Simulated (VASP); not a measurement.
# AlN (P6_3mc) in VASP: notebook

Runs on AlN. Level: PBE. Tasks: relaxation of cell and atoms.

Program: VASP 6.6.1. These are calculated values, not measurements. Logs are shortened: lines on timing, memory, paths and dates and some standing lists are left out, and cuts for length are marked.

## (1) The crystal as given

The structure is hexagonal, space group P6_3mc (No. 186). The conventional cell has a = 3.113 Å, b = 3.113 Å, c = 4.981 Å, α = 90.00°, β = 90.00°, γ = 120.00°. Al (site symmetry 3m) is surrounded by 4 N at 1.89 Å. N (site symmetry 3m) has 4 Al at 1.89 Å as nearest neighbours.

## (2) Relaxation of cell and atoms, PBE

INCAR reads:

```
ALGO     = Normal         # electronic algorithm
EDIFF    = 0.05           # SCF threshold, eV
EDIFFG   = -0.002         # ionic threshold
ENCUT    = 520            # plane-wave cutoff, eV
GGA      = PE             # functional
IBRION   = 2              # ionic algorithm
ISIF     = 3              # what is computed and relaxed
ISMEAR   = 0              # smearing method
LASPH    = T              # aspherical terms in the spheres
LCHARG   = F              # write CHGCAR
LREAL    = F              # projectors in reciprocal space
LWAVE    = F              # write WAVECAR
NELM     = 80             # most SCF steps
NSW      = 80             # ionic steps
PREC     = Accurate       # precision mode
SIGMA    = 0.02           # smearing width, eV
```

KPOINTS reads:

```
k-points
0
Gamma
  12 12 6
```

POSCAR reads:

```
AlN
1.0
    3.1130000000      0.0000000000      0.0000000000
   -1.5565000000      2.6959370800      0.0000000000
    0.0000000000      0.0000000000      4.9810000000
Al N
2 2
Direct
    0.3333333300      0.6666666700      0.0000000000
    0.6666666700      0.3333333300      0.5000000000
    0.3333333300      0.6666666700      0.3800000000
    0.6666666700      0.3333333300      0.8800000000
```

Potentials or basis: VASP PAW PBE potentials, release 64 (Al, N).

Command:

```sh
> cat potpaw_PBE.64/Al/POTCAR potpaw_PBE.64/N/POTCAR > POTCAR
> mpirun -np 1 vasp_std > vasp.out
```

OUTCAR:

```text
EDIFF = 0.05
   EDIFFG = -0.002
   ENCUT = 520
   GGA = PE
   IBRION = 2
   ISIF = 3
   ISMEAR = 0
   LASPH = T
   LREAL = F
   NELM = 80
   NSW = 80
   PREC = Accurate

 ion  position               nearest neighbor table
   1  0.333  0.667  0.000-   3 1.89   4 1.89   4 1.89   4 1.89   2 3.07   2 3.07   2 3.07   2 3.07
                             2 3.07   2 3.07
   2  0.667  0.333  0.500-   4 1.89   3 1.89   3 1.89   3 1.89   1 3.07   1 3.07   1 3.07   1 3.07
                             1 3.07   1 3.07
   3  0.333  0.667  0.380-   1 1.89   2 1.89   2 1.89   2 1.89
   4  0.667  0.333  0.880-   2 1.89   1 1.89   1 1.89   1 1.89

  LATTYP: Found a hexagonal cell.
 ALAT       =     3.1130000000
 C/A-ratio  =     1.6000642467

  Lattice vectors:

 A1 = (   3.1130000000,   0.0000000000,   0.0000000000)
 A2 = (  -1.5565000000,   2.6959370800,   0.0000000000)
 A3 = (   0.0000000000,   0.0000000000,   4.9810000000)

Analysis of symmetry for initial positions (statically):
=====================================================================
 Subroutine PRICEL returns:
 Original cell was already a primitive cell.

 Routine SETGRP: Setting up the symmetry group for a
 hexagonal supercell.

 Subroutine GETGRP returns: Found 12 space group operations
 (whereof  6 operations were pure point group operations)
 out of a pool of 24 trial point group operations.

The static configuration has the point symmetry C_3v.
 The point group associated with its full space group is C_6v.

Analysis of symmetry for dynamics (positions and initial velocities):
=====================================================================
 Subroutine PRICEL returns:
 Original cell was already a primitive cell.

 Routine SETGRP: Setting up the symmetry group for a
 hexagonal supercell.

 Subroutine GETGRP returns: Found 12 space group operations
 (whereof  6 operations were pure point group operations)
 out of a pool of 24 trial point group operations.

The dynamic configuration has the point symmetry C_3v.
 The point group associated with its full space group is C_6v.

 Subroutine INISYM returns: Found 12 space group operations
 (whereof  6 operations are pure point group operations),
 and found     1 'primitive' translations

----------------------------------------------------------------------------------------

                                     Primitive cell

  volume of cell :      41.8028

  direct lattice vectors                    reciprocal lattice vectors
     3.113000000  0.000000000  0.000000000     0.321233537  0.185464269  0.000000000
    -1.556500000  2.695937080  0.000000000     0.000000000  0.370928538  0.000000000
     0.000000000  0.000000000  4.981000000     0.000000000  0.000000000  0.200762899

  length of vectors
     3.113000000  3.112999998  4.981000000     0.370928538  0.370928538  0.200762899

  position of ions in fractional coordinates (direct lattice)
     0.333333330  0.666666670  0.000000000
     0.666666670  0.333333330  0.500000000
     0.333333330  0.666666670  0.380000000
     0.666666670  0.333333330  0.880000000

  ion indices of the primitive-cell ions
   primitive index   ion index
                 1           1
                 2           2
                 3           3
                 4           4

----------------------------------------------------------------------------------------

 KPOINTS: k-points

Automatic generation of k-mesh.
 Grid dimensions read from file:
 generate k-points for:   12   12    6

 Generating k-lattice:

  Cartesian coordinates                     Fractional coordinates (reciprocal lattice)
     0.026769461  0.015455356  0.000000000     0.083333333 -0.000000000  0.000000000
     0.000000000  0.030910712  0.000000000     0.000000000  0.083333333  0.000000000
     0.000000000  0.000000000  0.033460483     0.000000000  0.000000000  0.166666667

  Length of vectors
     0.030910711  0.030910712  0.033460483

  Shift w.r.t. Gamma in fractional coordinates (k-lattice)
     0.000000000  0.000000000  0.000000000

 Subroutine IBZKPT returns following result:
 ===========================================

 Found     76 irreducible k-points:

 Following reciprocal coordinates:
            Coordinates               Weight
  0.000000  0.000000  0.000000      1.000000
  0.083333  0.000000  0.000000      6.000000
  0.166667  0.000000  0.000000      6.000000
  0.250000  0.000000  0.000000      6.000000
  0.333333  0.000000  0.000000      6.000000
  0.416667  0.000000  0.000000      6.000000
[... 16 lines left out ...]
  0.250000  0.000000  0.166667     12.000000
  0.333333  0.000000  0.166667     12.000000
 [... further k-points ...]
   k-points           NKPTS =     76   k-points in BZ     NKDIM =     76   number of bands    NBANDS=     12
   number of dos      NEDOS =    301   number of ions     NIONS =      4
   total plane-waves  NPLWV =  23040
   dimension x,y,z NGX =    24 NGY =   24 NGZ =   40
   dimension x,y,z NGXF=    48 NGYF=   48 NGZF=   80
   ions per type =               2   2
   NGX,Y,Z   is equivalent  to a cutoff of  12.82, 12.82, 13.35 a.u.
   NGXF,Y,Z  is equivalent  to a cutoff of  25.63, 25.63, 26.70 a.u.
 SYSTEM =  unknown system
   PREC   = accura    normal or accurate (medium, high low for compatibility)
   ISTART =      0    job   : 0-new  1-cont  2-samecut
   ICHARG =      2    charge: 1-file 2-atom 10-const
   ISPIN  =      1    spin polarized calculation?
   LNONCOLLINEAR =      F non collinear calculations
   LSORBIT =      F    spin-orbit coupling
   LASPH  =      T    aspherical Exc in radial PAW
   ENCUT  =  520.0 eV  38.22 Ry    6.18 a.u.   5.79  5.79  9.26*2*pi/ulx,y,z
   NELM   =     80;   NELMIN=  2; NELMDL= -5     # of ELM steps
   EDIFF  = 0.5E-01   stopping-criterion for ELM
   LREAL  =      F    real-space projection
   EDIFFG = -.2E-02   stopping-criterion for IOM
   NSW    =     80    number of steps for IOM
   IBRION =      2    ionic relax: 0-MD 1-quasi-New 2-CG
   NFREE  =      1    steps in history (QN), initial steepest desc. (CG)
   ISIF   =      3    stress and relaxation
   ISYM   =      2    0-nonsym 1-usesym 2-fastsym
   POTIM  = 0.5000    time-step for ionic-motion
   TEBEG  =    0.0;   TEEND  =   0.0 temperature during run
   PSTRESS=    0.0 pullay stress
   NELECT =      16.0000    total number of electrons
   NUPDOWN=      -1.0000    fix difference up-down
   EMIN   =  10.00;   EMAX   =-10.00  energy-range for DOS
   EFERMI =   0.00;   METHOD = LEGACY
   ISMEAR =     0;   SIGMA  =   0.02  broadening in eV -4-tet -1-fermi 0-gaus
   EFERMI_NEDOS =   21; number of points for ismear=-14 and -15
   IALGO  =     38    algorithm
   IMIX   =      4    mixing-type and parameters
     AMIX     =   0.40;   BMIX     =  1.00
     AMIX_MAG =   1.60;   BMIX_MAG =  1.00
  volume/ion in A,a.u.               =      10.45        70.52
  Fermi-wavevector in a.u.,A,eV,Ry     =   1.188629  2.246183 19.222843  1.412839
  Thomas-Fermi vector in A             =   2.324754
   LORBIT       =      0    0 simple, 1 ext, 2 COOP (PROOUT), +10 PAW based schemes
   GGA     = PE    functional components
   LHFCALC =     F    Hartree Fock is set to
   AEXX    =    0.0000 exact exchange contribution
   IVDW    =     0    specifies the selected vdW correction
   LEPSILON=     F    determine dielectric tensor
   LRPA    =     F    only Hartree local field effects (RPA)
 conjugate gradient relaxation of ions
 non-spin polarized calculation
 Gauss-broadening in eV      SIGMA  =   0.02
  energy-cutoff  :      520.00
  volume of cell :       41.80
 maximum number of plane-waves:      1152
 NGX is ok and might be reduce to    24
   NGX = 11   NGY = 11   NGZ = 19

--------------------------------------- Ionic step        1  -------------------------------------------

 number of electron      15.9999997 magnetization

 Free energy of the ion-electron system (eV)
  ---------------------------------------------------
  ext. energy  EPLUGINS =         0.00000000
  ---------------------------------------------------
  free energy    TOTEN  =       -29.77545472 eV

  energy without entropy =      -29.77545472  energy(sigma->0) =      -29.77545472

------------------------ aborting loop because EDIFF is reached ----------------------------------------

  FORCE on cell =-STRESS in cart. coord.  units (eV):
  Direction    XX          YY          ZZ          XY          YZ          ZX
  --------------------------------------------------------------------------------------
  -------------------------------------------------------------------------------------
  Total        2.0029382      2.0029382      2.3995112      0.0000000      0.0000000     -0.0000000
  in kB       76.7666738     76.7666737     91.9661364      0.0000000      0.0000000     -0.0000000
  external PRESSURE =      81.8331613 kB  Pullay stress =       0.0000000 kB
[... 95 lines left out ...]
  FREE ENERGIE OF THE ION-ELECTRON SYSTEM (eV)
  ---------------------------------------------------
  free  energy   TOTEN  =       -29.7743084330 eV

  energy  without entropy=      -29.7743084330  energy(sigma->0) =      -29.77430843

[... ionic steps 4 to 31 ...]

--------------------------------------- Ionic step       32  -------------------------------------------

 number of electron      15.9999998 magnetization

------------------------ aborting loop because EDIFF is reached ----------------------------------------
[... 71 lines left out ...]
--------------------------------------- Ionic step       34  -------------------------------------------

 number of electron      15.9999998 magnetization

 Free energy of the ion-electron system (eV)
  ---------------------------------------------------
  ext. energy  EPLUGINS =         0.00000000
  ---------------------------------------------------
  free energy    TOTEN  =       -29.78011839 eV

  energy without entropy =      -29.78011839  energy(sigma->0) =      -29.78011839

 E-fermi :   6.0766     XC(G=0): -10.8327

 val. band max:        5.9747833178   @ k =   0.0000   0.0000   0.0000
 cond. band min:      10.0308460132   @ k =   0.0000   0.0000   0.0000
 fundamental gap:      4.0560626953
 Fermi energy:         6.0765963864

 k-point     1 :       0.0000    0.0000    0.0000
  band No.  band energies     occupation
      1      -9.0986      2.00000
      2      -7.0129      2.00000
      3       0.0643      2.00000
      4       5.1319      2.00000
      5       5.1319      2.00000
      6       5.7742      2.00000
      7       5.7742      2.00000
      8       5.9748      2.00000
      9      10.0308      0.00000
     10      12.4981      0.00000
     11      16.4415      0.00000
     12      17.0149      0.00000
[... 331 lines left out ...]
 k-point    24 :       0.3333    0.0000    0.1667
  band No.  band energies     occupation
      1      -7.8048      2.00000
      2      -6.6112      2.00000
      3       1.1318      2.00000
      4       2.0793      2.00000
      5       2.6811      2.00000
      6       4.2361      2.00000
      7       5.1957      2.00000
      8       5.3305      2.00000
      9      11.7601      0.00000
     10      12.5773      0.00000
     11      14.3299      0.00000
     12      16.0170      0.00000

 [... further k-points ...]

------------------------ aborting loop because EDIFF is reached ----------------------------------------

  FORCE on cell =-STRESS in cart. coord.  units (eV):
  Direction    XX          YY          ZZ          XY          YZ          ZX
  --------------------------------------------------------------------------------------
  -------------------------------------------------------------------------------------
  Total        0.0056554      0.0056554     -0.0000716      0.0000000      0.0000000     -0.0000000
  in kB        0.2130749      0.2130749     -0.0026994      0.0000000      0.0000000     -0.0000000
  external PRESSURE =       0.1411501 kB  Pullay stress =       0.0000000 kB
[... 19 lines left out ...]
  FREE ENERGIE OF THE ION-ELECTRON SYSTEM (eV)
  ---------------------------------------------------
  free  energy   TOTEN  =       -29.7801183851 eV

  energy  without entropy=      -29.7801183851  energy(sigma->0) =      -29.78011839

 reached required accuracy - stopping structural energy minimisation
```

It took 2.1 min on 1 thread of Intel Xeon Platinum 8375C at 2.90GHz (Ice Lake), shared host; peak memory 0.18 GiB.

Results:

- Free energy: -29.7801 eV
- Relaxed volume: 10.63 Å³/atom
- Relaxed cell: a = 3.129 Å, b = 3.129 Å, c = 5.017 Å, α = 90.00°, β = 90.00°, γ = 120.00°
- Space group after relaxing (to 0.05 Å): P6_3mc (No. 186)
- Energy gained by relaxing: 1.2 meV/atom
- Ionic steps: 34
- Pressure after relaxing: 0.0 GPa
- Band gap on the k mesh: 4.06 eV, direct

Step by step:
```tsv
step	energy change (eV)	largest force (eV/Å)	pressure (GPa)	volume (Å³)
1	0.0000	0.1270	8.18	41.80
2	0.0817	0.0756	-10.54	45.12
3	0.0011	0.0139	-2.70	43.18
4	-0.0032	0.0464	-1.86	42.84
5	-0.0035	0.0893	0.40	42.29
6	-0.0040	0.0733	0.59	42.41
7	-0.0042	0.0575	-0.24	42.63
8	-0.0042	0.0623	-0.37	42.59
9	-0.0043	0.0692	-0.01	42.50
10	-0.0043	0.0663	0.04	42.53
11	-0.0043	0.0636	-0.10	42.56
12	-0.0043	0.0626	-0.21	42.58
13	-0.0047	0.0212	-0.22	42.56
14	-0.0046	0.0204	-0.15	42.56
15	-0.0046	0.0010	-0.18	42.57
16	-0.0046	0.0125	-0.20	42.57
17	-0.0046	0.0077	-0.20	42.57
18	-0.0046	0.0057	-0.20	42.57
19	-0.0046	0.0048	-0.20	42.57
20	-0.0047	0.0039	-0.03	42.50
21	-0.0046	0.0030	0.13	42.48
22	-0.0046	0.0045	0.16	42.50
23	-0.0047	0.0046	0.10	42.50
24	-0.0047	0.0013	0.01	42.53
25	-0.0047	0.0004	-0.08	42.54
26	-0.0047	0.0018	-0.09	42.54
27	-0.0047	0.0020	-0.06	42.53
28	-0.0047	0.0004	-0.03	42.51
29	-0.0047	0.0007	0.07	42.50
30	-0.0047	0.0011	0.10	42.51
31	-0.0047	0.0014	0.05	42.51
32	-0.0047	0.0012	0.04	42.51
33	-0.0047	0.0011	0.03	42.51
34	-0.0047	0.0002	0.01	42.53
```

Final structure:
```xyz
4
Lattice="3.1286 0.0000 0.0000 -1.5643 2.7095 0.0000 0.0000 0.0000 5.0166" Properties=species:S:1:pos:R:3 pbc="T T T"
Al    0.0000    1.8063    5.0128
Al    1.5643    0.9032    2.5046
N     0.0000    1.8063    1.9100
N     1.5643    0.9032    4.4183
```

A k mesh can miss the band edges. PBE gaps usually lie below the measured ones, often by a third to a half.

## (3) Relaxation of cell and atoms, PBE

This run uses another cell than the first one, of 10.63 Å³/atom, 1.017 times its volume.

INCAR is that of step 2.

KPOINTS is that of step 2.

POSCAR reads:

```
AlN                                     
1.0
    3.1286259195     -0.0000000000     -0.0000000000
   -1.5643129597      2.7094695232      0.0000000000
    0.0000000000     -0.0000000000      5.0165661722
  Al              N             
     2     2
Direct
     0.3333333300000021    0.6666666699999979    0.9992575928409406
     0.6666666699999979    0.3333333300000021    0.4992575928409403
     0.3333333300000021    0.6666666699999979    0.3807424071590623
     0.6666666699999979    0.3333333300000021    0.8807424071590619
```

Potentials or basis: VASP PAW PBE potentials, release 64 (Al, N).

Command:

```sh
> cat potpaw_PBE.64/Al/POTCAR potpaw_PBE.64/N/POTCAR > POTCAR
> mpirun -np 1 vasp_std > vasp.out
```

Run time: 52 s. Hardware: 1 thread of Intel Xeon Platinum 8375C at 2.90GHz (Ice Lake), shared host; peak memory 0.18 GiB.

Results (log left out):

- Free energy: -29.7805 eV
- Energy gained by relaxing: -1.1 meV/atom
- Ionic steps: 12
- Pressure after relaxing: 0.0 GPa
- Band gap on the k mesh: 4.06 eV, direct

Step by step:
```tsv
step	energy change (eV)	largest force (eV/Å)	pressure (GPa)	volume (Å³)
1	0.0000	0.0015	4.72	42.53
2	0.0549	0.0096	-8.14	44.48
3	0.0108	0.0008	-4.25	43.22
4	0.0059	0.0006	-2.06	42.88
5	0.0045	0.0003	-0.96	42.67
6	0.0043	0.0004	-0.50	42.60
7	0.0043	0.0006	-0.29	42.56
8	0.0043	0.0007	-0.14	42.54
9	0.0043	0.0007	-0.08	42.53
10	0.0043	0.0007	-0.04	42.53
11	0.0043	0.0007	-0.03	42.53
12	0.0043	0.0007	-0.02	42.53
```

Final structure:
```
CELL_PARAMETERS angstrom
3.12865 0.00000 0.00000
-1.56433 2.70949 0.00000
0.00000 0.00000 5.01661
ATOMIC_POSITIONS crystal
Al 0.33333 0.66667 0.99926
Al 0.66667 0.33333 0.49926
N 0.33333 0.66667 0.38074
N 0.66667 0.33333 0.88074
```

Levels at points of the mesh, in eV from the valence-band top:
| k point | band 5 | band 6 | band 7 | band 8 | band 9 | band 10 | band 11 | band 12 |
| --- | --- | --- | --- | --- | --- | --- | --- | --- |
| (0.00, 0.00, 0.00) | -0.84 | -0.20 | -0.20 | 0.00 | 4.06 | 6.52 | 10.47 | 11.04 |
| (0.50, 0.00, 0.00) | -3.30 | -2.05 | -1.74 | -0.68 | 5.76 | 5.77 | 8.04 | 10.15 |
| (0.00, 0.00, 0.50) | -0.53 | -0.53 | -0.53 | -0.53 | 6.32 | 6.32 | 10.18 | 10.18 |
| (0.50, 0.00, 0.50) | -1.44 | -1.44 | -1.35 | -1.35 | 5.25 | 5.25 | 9.15 | 9.15 |

A k mesh can miss the band edges. Expect the measured gap to be larger: semilocal functionals such as PBE lack the derivative discontinuity.
